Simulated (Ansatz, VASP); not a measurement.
# NaF in VASP and in Ansatz

```xyz
2
Lattice="0.0000 2.2362 2.3233 2.4104 0.0000 2.3233 2.4104 2.2362 0.0000" Properties=species:S:1:pos:R:3 pbc="T T T"
Na    0.0000    0.0000    0.0000
F     2.4104    2.2362    2.3233
```

Change from the starting cell: strain +0.0375 x Voigt [1, -1, 0, 0, 0, 0], atoms carried along.

Alike in both runs: task single point; functional PBE; k mesh 8 × 8 × 8; occupations gaussian, width 0.05 eV; no spin polarisation.

|  | VASP | Ansatz |
| --- | --- | --- |
| version | VASP 6.6.1 | Ansatz 0.2.0 |
| potentials or method | VASP PAW PBE potentials, release 64 (Na_pv, F) | scalar-relativistic, plane waves, PAW |
| plane-wave cutoff (eV) | 520 | 420 |
| valence electrons in the cell | 14 | 16 |

```tsv
	VASP	Ansatz	Ansatz less VASP
gap on the k mesh at the Fermi level (eV)	6.25	6.27	+0.017
least direct gap on the mesh (eV)	6.25	6.27	+0.017
pressure (GPa)	2.2	2.3	+0.11
largest component of the traceless stress (GPa)	3.56	3.44	-0.115
```

The two sets of potentials don't hold the same shells in valence.
